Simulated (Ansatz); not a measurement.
Space group Pm-3m (No. 221). a = 4.323 Å, b = 4.323 Å, c = 4.323 Å, α = 90.00°, β = 90.00°, γ = 90.00°
```csv
atom,site,symmetry,x,y,z
Cs,1a,m-3m,0.0000,0.0000,0.0000
Br,1b,m-3m,0.5000,0.5000,0.5000
```

Equation of state of this CsBr structure (not necessarily the ground state), with shape and atoms relaxed at each volume where symmetry leaves them free. Level of theory: DFT r2SCAN, scalar-relativistic, plane waves, PAW in Ansatz.

Plane waves to 500 eV, a k mesh through Γ of 6×6×6 on the computed 2-atom cell and Gaussian smearing (0.02 eV); no spin polarisation.

```json
{"V (Å³/atom)": "37.961", "E − E(largest V) (meV/atom)": "2.11", "P (GPa)": "1.14", "gap on mesh (eV)": "5.36"}
{"V (Å³/atom)": "39.172", "E − E(largest V) (meV/atom)": "-4.08", "P (GPa)": "0.52", "gap on mesh (eV)": "5.32"}
{"V (Å³/atom)": "40.384", "E − E(largest V) (meV/atom)": "-6.04", "P (GPa)": "0.01", "gap on mesh (eV)": "5.19"}
{"V (Å³/atom)": "41.595", "E − E(largest V) (meV/atom)": "-4.48", "P (GPa)": "-0.41", "gap on mesh (eV)": "5.06"}
{"V (Å³/atom)": "42.807", "E − E(largest V) (meV/atom)": "0.00", "P (GPa)": "-0.76", "gap on mesh (eV)": "4.95"}
```

Fit a third-order Birch–Murnaghan equation to E(V).

V0 = 40.41 Å³/atom, B0 = 15 GPa, B0' = 5.2.

Spin-orbit coupling is left out, which matters for the bands of heavy elements.